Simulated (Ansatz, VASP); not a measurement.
This is a calculation of Na for VASP 6.6.1.

Contents of INCAR:

```
ALGO = Normal
EDIFF = 1E-6
ENCUT = 520
GGA = PE
ISIF = 2
ISMEAR = 1
LASPH = T
LCHARG = T
LELF = T
LREAL = F
LVHAR = T
LWAVE = F
NBANDS = 10
NELM = 100
PREC = Accurate
SIGMA = 0.1
```

Contents of KPOINTS:

```
k-points
0
Gamma
  9 9 9
```

POSCAR

```
Na
1.0
    3.7571200706      0.0000000000      0.0000000000
   -1.2523733566      3.5422467730      0.0000000000
   -1.2523733566     -1.7711233859      3.0676756923
Na
1
Direct
    0.0000000000      0.0000000000      0.0000000000
```

Potentials or basis: VASP PAW PBE potentials, release 64 (Na_pv).

Launch:

```sh
$ cat potpaw_PBE.64/Na_pv/POTCAR > POTCAR
$ mpirun -np 1 vasp_std > vasp.out
```

**Question.** Set up the same calculation for Ansatz 0.2.0. Potentials there: Ansatz PAW.

**Answer.** As run (the cutoff follows the program's own potentials):

input.yaml

```yaml
crystal:
  lattice:
    - [3.7571200706, 0.0, 0.0]
    - [-1.2523733566, 3.542246773, 0.0]
    - [-1.2523733566, -1.7711233859, 3.0676756923]
  atoms:
    - { symbol: Na, position: [0.0, 0.0, 0.0] }
hamiltonian:
  xc: pbe
  pseudopotentials: { kind: paw }
kpoints:
  mp_grid: { grid: [9, 9, 9] }
scf:
  occupations: { method: methfessel_paxton, width: 0.1 }
output:
  forces: true
  stress: true
  eigenvalues: true
```

Potentials or basis: Ansatz PAW.

Run with:

```sh
$ ansatz run input.yaml --threads 1 --pin off --max-ram 3584MiB --backend cpu --events-out ev --progress --plain --runs-dir out
```

Both were run:

|  | VASP | Ansatz | Ansatz less VASP |
| --- | --- | --- | --- |
| gap on the k mesh at the Fermi level (eV) | none | none | - |
| pressure (GPa) | -0.7 | -0.7 | +0.02 |

A gap of «none» marks a metal or a gap that the smearing closes. The two sets of potentials don't hold the same shells in valence.
